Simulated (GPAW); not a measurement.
A run of GPAW 26.7.0:

Contents of run.py:

```python
from ase.dft.bandgap import bandgap
from ase.io import read, write
from ase.units import Bohr, GPa
from gpaw import GPAW, PW, setup_paths
from gpaw.elf import elf_from_dft_calculation

setup_paths.insert(0, '.')

atoms = read('POSCAR')

calc = GPAW(mode=PW(680),
            xc='PBEsol',
            kpts={'size': (6, 6, 3), 'gamma': True},
            occupations={'name': 'fermi-dirac', 'width': 0.01},
            nbands=18,
            convergence={'density': 1e-05, 'energy': 1e-05},
            maxiter=150,
            txt='gpaw.txt')
atoms.calc = calc
energy = atoms.get_potential_energy()
forces = atoms.get_forces()
stress = atoms.get_stress()
calc.write('gs.gpw')
write('result.traj', atoms)
print(f'Energy: {energy:.6f} eV')
print('Forces (eV/A):')
print(forces.round(4))
print('Stress (GPa):', (stress / GPa).round(3))
print('Fermi level:', round(calc.get_fermi_level(), 4), 'eV')
print(f'Gap: {bandgap(calc)[0]:.4f} eV, direct: {bandgap(calc, direct=True)[0]:.4f} eV')

# fields on the real-space grid
write('density.cube', atoms, data=calc.get_pseudo_density() * Bohr**3)
write('potential.cube', atoms, data=calc.get_electrostatic_potential())
write('elf.cube', atoms, data=elf_from_dft_calculation(calc).data)
```

Contents of POSCAR:

```
BN
1.0
    2.5539396017      0.0000000000      0.0000000000
   -1.2769698009      2.2117765748      0.0000000000
    0.0000000000      0.0000000000      4.2268550000
N B
2 2
Direct
    0.3333333333      0.6666666667      0.1252760000
    0.6666666667      0.3333333333      0.6252760000
    0.3333333333      0.6666666667      0.4997240000
    0.6666666667      0.3333333333      0.9997240000
```

Potentials or basis: PAW data sets generated in the run's folder for this functional, pw.

The run is started by

```bash
$ gpaw-setup -f PBEsol B N
$ OMP_NUM_THREADS=1 python run.py
```

Hardware: 1 thread of AMD EPYC 7B13 (Zen 3) (shared host).

**Question.** How long does it take, and how much memory?

**Answer.** It took 7.9 s on 1 thread of AMD EPYC 7B13 (Zen 3), with other jobs on the host, peak memory 0.14 GiB. Counts: scf iterations 10, plane waves 996, bands 18, k points 17.
